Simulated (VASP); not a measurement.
A run of VASP 6.6.1 is set up as follows.

Contents of POSCAR:

```
InP
1.0
    0.0000000000      2.9305000000      2.9305000000
    2.9305000000      0.0000000000      2.9305000000
    2.9305000000      2.9305000000      0.0000000000
In P
1 1
Direct
    0.0000000000      0.0000000000      0.0000000000
    0.7500000000      0.7500000000      0.7500000000
```

Contents of INCAR.step1:

```
SYSTEM = InP
PREC     = Accurate       ! precision mode
ENCUT    = 450            ! plane-wave cutoff, eV
EDIFF    = 1E-8           ! SCF threshold, eV
ISMEAR   = 0              ! smearing method
SIGMA    = 0.01           ! smearing width, eV
LREAL    = .FALSE.        ! projectors in reciprocal space
LASPH    = .TRUE.         ! aspherical terms in the spheres
NELM     = 60             ! most SCF steps
ALGO     = Normal         ! electronic algorithm
LWAVE    = .TRUE.         ! write WAVECAR
LCHARG   = .FALSE.        ! write CHGCAR
```

File INCAR.step2:

```
SYSTEM = InP
PREC     = Accurate       ! precision mode
ENCUT    = 450            ! plane-wave cutoff, eV
EDIFF    = 1E-8           ! SCF threshold, eV
ISMEAR   = 0              ! smearing method
SIGMA    = 0.01           ! smearing width, eV
LREAL    = .FALSE.        ! projectors in reciprocal space
LASPH    = .TRUE.         ! aspherical terms in the spheres
NELM     = 1              ! most SCF steps
ALGO     = Exact          ! electronic algorithm
LWAVE    = .TRUE.         ! write WAVECAR
LCHARG   = .FALSE.        ! write CHGCAR
NBANDS   = 131            ! bands
LOPTICS  = .TRUE.         ! frequency-dependent dielectric function
ISTART   = 1
```

INCAR.step3

```
SYSTEM = InP
PREC     = Accurate       ! precision mode
ENCUT    = 450            ! plane-wave cutoff, eV
EDIFF    = 1E-8           ! SCF threshold, eV
ISMEAR   = 0              ! smearing method
SIGMA    = 0.01           ! smearing width, eV
LREAL    = .FALSE.        ! projectors in reciprocal space
LASPH    = .TRUE.         ! aspherical terms in the spheres
ALGO     = EVGW0          ! electronic algorithm
LWAVE    = .TRUE.         ! write WAVECAR
LCHARG   = .FALSE.        ! write CHGCAR
NELMGW   = 1            
NBANDS   = 131            ! bands
ENCUTGW  = 150            ! cutoff of the response function
NOMEGA   = 48             ! frequency points
PRECFOCK = Fast         
ISTART   = 1            
NBANDSGW = 17
```

INCAR.step4

```
SYSTEM = InP
PREC     = Accurate       ! precision mode
ENCUT    = 450            ! plane-wave cutoff, eV
EDIFF    = 1E-8           ! SCF threshold, eV
ISMEAR   = 0              ! smearing method
SIGMA    = 0.01           ! smearing width, eV
LREAL    = .FALSE.        ! projectors in reciprocal space
LASPH    = .TRUE.         ! aspherical terms in the spheres
ALGO     = BSE            ! electronic algorithm
LWAVE    = .FALSE.        ! write WAVECAR
LCHARG   = .FALSE.        ! write CHGCAR
NBANDS   = 131            ! bands
ENCUTGW  = 150            ! cutoff of the response function
NBANDSO  = 4            
NBANDSV  = 4            
ANTIRES  = 0            
OMEGAMAX = 20           
PRECFOCK = Fast         
ISTART   = 1            
NBSEEIG  = 10
```

Contents of KPOINTS:

```
regular mesh
0
G
  4 4 4
  0 0 0
```

Potentials or basis: VASP PAW LDA potentials, release 64 (In_d_GW, P_GW).

Launch:

```sh
$ cat potpaw_LDA.64/In_d_GW/POTCAR potpaw_LDA.64/P_GW/POTCAR > POTCAR
$ cp INCAR.step1 INCAR
$ mpirun -np 1 vasp_std > vasp.out
$ cp INCAR.step2 INCAR
$ mpirun -np 1 vasp_std > vasp.out
$ cp INCAR.step3 INCAR
$ mpirun -np 1 vasp_std > vasp.out
$ cp INCAR.step4 INCAR
$ mpirun -np 1 vasp_std > vasp.out
```

**Question.** Estimate the quasiparticle gap.

**Answer.** 1.13 eV.

**Question.** What does it give for the least direct quasiparticle gap?

**Answer.** 1.13 eV.

**Question.** Predict the band gap on the k mesh, mean-field level.

**Answer.** 0.49 eV, direct.

Lowest excitation energies (eV) and strengths:
| energy | strength |
| --- | --- |
| 1.105 | 215 |
| 1.105 | 215 |
| 1.105 | 215 |
| 2.713 | 93.3 |
| 2.713 | 93.3 |
| 2.713 | 93.3 |
| 2.757 | 0 |
| 2.757 | 0 |
| 2.757 | 0 |
| 2.779 | 0 |

Caveat: the k mesh is coarse (spacing up to 0.46 Å⁻¹), so the values aren't converged; bands, screening cutoff and mesh are small and nothing is extrapolated, so the quasiparticle values aren't converged; spectra need much finer meshes, so this one isn't converged; spin-orbit coupling is left out, which moves the levels of the heavy elements.
